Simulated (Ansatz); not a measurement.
# HfS2: the cost of one run

Computed with Ansatz 0.2.0 (DFT r2SCAN, scalar-relativistic, plane waves, PAW, unless a step's input says otherwise).

2 further runs of the same task are left out: 2 set aside as unsound or not needed.

### Step 1. The structure to begin with

It takes space group P-3m1 (No. 164, trigonal). The conventional cell has a = 3.673 Å, b = 3.673 Å, c = 6.275 Å, α = 90.00°, β = 90.00°, γ = 120.00°. Around Sn (site symmetry -3m) lie 6 S at 2.58 Å. S (site symmetry 3m) is surrounded by 3 Sn at 2.58 Å.

Structure file:

```cif
data_structure
_symmetry_space_group_name_H-M 'P 1'
_symmetry_Int_Tables_number 1
_cell_length_a 3.6734
_cell_length_b 3.6734
_cell_length_c 6.2753
_cell_angle_alpha 90.000
_cell_angle_beta 90.000
_cell_angle_gamma 120.000
_cell_volume 73.33
loop_
_atom_site_label
_atom_site_type_symbol
_atom_site_fract_x
_atom_site_fract_y
_atom_site_fract_z
_atom_site_occupancy
Sn1 Sn 0.00000 0.00000 0.00000 1
S1 S 0.33333 0.66667 0.23297 1
S2 S 0.66667 0.33333 0.76703 1
```

It goes back to an entry of the Materials Project.

This cell was relaxed beforehand with the same method: volume 24.44 Å³/atom, gap on the mesh 1.90 eV.

### Step 2. Sn → Hf: the starting cell

HfS2 starts from the relaxed positions of SnS2, with all lengths scaled by 1.067, a guess from tabulated radii.

### Step 3. Probe: one point at the start (HfS2)

The input, input.yaml:

```yaml
crystal:
  lattice:
    - [3.9208673377, 0.0, 0.0]
    - [-1.9604336689, 3.3955707194, 0.0]
    - [0.0, 0.0, 6.6980129344]
  atoms:
    - { symbol: Hf, position: [0.0, 0.0, 0.0] }
    - { symbol: S, position: [0.3333333333, 0.6666666667, 0.2329656583] }
    - { symbol: S, position: [0.6666666667, 0.3333333333, 0.7670343417] }
basis:
  ecutwfc: 500
kpoints:
  mp_grid: { grid: [6, 6, 4] }
hamiltonian:
  xc: r2scan
scf:
  occupations: { method: gaussian, width: 0.1 }
output:
  forces: true
  stress: true
  eigenvalues: true
```

Run with:

```bash
$ ansatz run input.yaml --threads 1 --pin off --max-ram 2560MiB --backend cpu --events-out ev --progress --plain --runs-dir out
```

Q: Estimate wall time and peak memory on 1 thread of Intel Xeon 6975P-C (Granite Rapids), shared host.

About 3.6 s, with a peak of 0.6 GiB.
